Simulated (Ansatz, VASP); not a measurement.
This is a calculation of W for VASP 6.6.1.

INCAR

```
SYSTEM = W
ALGO     = Normal         ! electronic algorithm
EDIFF    = 1E-6           ! SCF threshold, eV
ENCUT    = 520            ! plane-wave cutoff, eV
GGA      = PE             ! functional
ISIF     = 2              ! what is computed and relaxed
ISMEAR   = 0              ! smearing method
LASPH    = .True.         ! aspherical terms in the spheres
LCHARG   = .False.        ! write CHGCAR
LREAL    = .False.        ! projectors in reciprocal space
LWAVE    = .False.        ! write WAVECAR
NBANDS   = 13             ! bands
NELM     = 60             ! most SCF steps
PREC     = Accurate       ! precision mode
SIGMA    = 0.014          ! smearing width, eV
```

The input KPOINTS:

```
k-points
0
Gamma
  12 12 12
  0 0 0
```

POSCAR

```
W
1.0
   -1.5823450000      1.5823450000      1.5823450000
    1.5823450000     -1.5823450000      1.5823450000
    1.5823450000      1.5823450000     -1.5823450000
W
1
Direct
    0.0000000000      0.0000000000      0.0000000000
```

Potentials or basis: VASP PAW PBE potentials, release 64 (W_sv).

Command:

```bash
$ cat potpaw_PBE.64/W_sv/POTCAR > POTCAR
$ mpirun -np 1 vasp_std > vasp.out
```

Problem. Set up the same calculation for Ansatz 0.2.0. Potentials there: all-electron LAPW, scalar-relativistic.

Solution. As run (the cutoff follows the program's own potentials):

File input.yaml:

```yaml
crystal:
  lattice:
    - [-1.582345, 1.582345, 1.582345]
    - [1.582345, -1.582345, 1.582345]
    - [1.582345, 1.582345, -1.582345]
  atoms:
    - { symbol: W, position: [0.0, 0.0, 0.0] }
kpoints:
  mp_grid: { grid: [12, 12, 12] }
scf:
  occupations: { method: gaussian, width: 0.014 }
hamiltonian:
  xc: pbe
  pseudopotentials: { kind: all_electron, lapw: { basis_error: 0.001 } }
output:
  forces: true
  stress: true
  eigenvalues: true
```

Potentials or basis: all-electron LAPW, scalar-relativistic.

Run with:

```console
$ ansatz run input.yaml --threads 1 --pin off --max-ram 3072MiB --backend cpu --events-out ev --progress --plain --runs-dir out
```

Both were run:

|  | VASP | Ansatz | Ansatz less VASP |
| --- | --- | --- | --- |
| gap on the k mesh at the Fermi level (eV) | none | none | - |
| pressure (GPa) | 6.7 | 6.1 | -0.59 |

A gap of «none» marks a metal or a gap that the smearing closes. Ansatz ran all-electron here, so the differences hold the error of VASP's frozen core and of both bases.

The runs have no spin-orbit coupling, so splittings on W are missing.
